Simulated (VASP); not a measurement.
**VASP inputs for PbF₂ (strained fluorite)**

INCAR

```
LCHARG = .FALSE.
PREC = Accurate
SIGMA = 0.01
METAGGA = R2SCAN
EDIFF = 1E-7
NELM = 120
NBANDS = 21
LREAL = .FALSE.
LASPH = .TRUE.
ISMEAR = 0
ISIF = 2
ALGO = Normal
ENCUT = 520
IBRION = -1
NSW = 0
LWAVE = .FALSE.
```

KPOINTS

```
KPOINTS created by Atomic Simulation Environment
0
Gamma
8 8 8
0 0 0
```

KPOINTS_OPT

```
special points
8
Reciprocal
0.0000000000 0.0000000000 0.0000000000 1
0.5000000000 0.0000000000 0.5000000000 1
0.6250000000 0.2500000000 0.6250000000 1
0.3750000000 0.3750000000 0.7500000000 1
0.5000000000 0.5000000000 0.5000000000 1
0.5000000000 0.2500000000 0.7500000000 1
0.2500000000 -0.2500000000 -0.5000000000 1
0.5000000000 0.5000000000 0.0000000000 1
```

POSCAR

```
Pb F
 1.0000000000000000
     0.0000000000000000    2.9604388913999999    2.8745861635000001
     2.9604388913999999    0.0000000000000000    2.8745861635000001
     2.9604388913999999    2.9604388913999999    0.0000000000000000
 Pb  F
   1   2
Cartesian
  0.0000000000000000  0.0000000000000000  0.0000000000000000
  1.4802194457000000  1.4802194457000000  1.4372930817500003
  4.4406583371000004  4.4406583371000004  4.3118792452500010
```

VASP ran with the recommended PBE PAW datasets (28 valence electrons in the cell).

Estimate the main results of this run.

gap between bands v and c 4.79 eV; least direct gap 5.04 eV; pressure 2.4 GPa.

Band v is the last that the valence electrons fill when counted band by band, and c is the next. Levels in eV from the top of v:

| point | v−1 | v | c | c+1 |
| --- | --- | --- | --- | --- |
| Γ | -2.50 | -2.29 | 7.16 | 7.31 |
| X | -1.90 | -0.16 | 4.88 | 8.39 |
| K | -1.91 | -0.17 | 5.70 | 7.15 |
| L | -2.58 | -0.15 | 5.28 | 8.25 |
| W | -1.87 | -0.10 | 6.47 | 6.58 |
